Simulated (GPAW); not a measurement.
Here is a GPAW 26.7.0 calculation.

The input run.py:

```python
from ase import Atoms
from ase.dft.bandgap import bandgap
from ase.io import write
from ase.units import GPa
from gpaw import GPAW, PW

atoms = Atoms(['Sb', 'Sb'],
              cell=[[2.1542, 1.2437279499, 3.758],
                    [-2.1542, 1.2437279499, 3.758],
                    [0.0, -2.4874558998, 3.758]],
              scaled_positions=[[0.76651, 0.76651, 0.76651],
                                [0.23349, 0.23349, 0.23349]],
              pbc=True)

calc = GPAW(mode=PW(600),
            xc='PBE',
            kpts={'size': (8, 8, 8), 'gamma': True},
            occupations={'name': 'methfessel-paxton', 'order': 0, 'width': 0.012},
            nbands=25,
            convergence={'density': 1e-05, 'energy': 1e-05},
            maxiter=150,
            txt='gpaw.txt')
atoms.calc = calc
energy = atoms.get_potential_energy()
forces = atoms.get_forces()
stress = atoms.get_stress()
calc.write('gs.gpw')
write('result.traj', atoms)
print(f'Energy: {energy:.6f} eV')
print('Forces (eV/A):')
print(forces.round(4))
print('Stress (GPa):', (stress / GPa).round(3))
print('Fermi level:', round(calc.get_fermi_level(), 4), 'eV')
print(f'Gap: {bandgap(calc)[0]:.4f} eV, direct: {bandgap(calc, direct=True)[0]:.4f} eV')
```

Potentials or basis: GPAW PAW data sets (gpaw-data 1.2.1), pw.

Run with:

```sh
$ OMP_NUM_THREADS=1 python run.py
```

**Question.** Estimate the pressure.

**Answer.** 2.4 GPa.

**Question.** Estimate the band gap on the k mesh.

**Answer.** None (metal or under the smearing width).

Forces on the atoms (eV/Å):
```
Sb   0.000  0.000 -0.124
Sb   0.000  0.000  0.124
```

The run has no spin-orbit coupling, so splittings on Sb are missing.
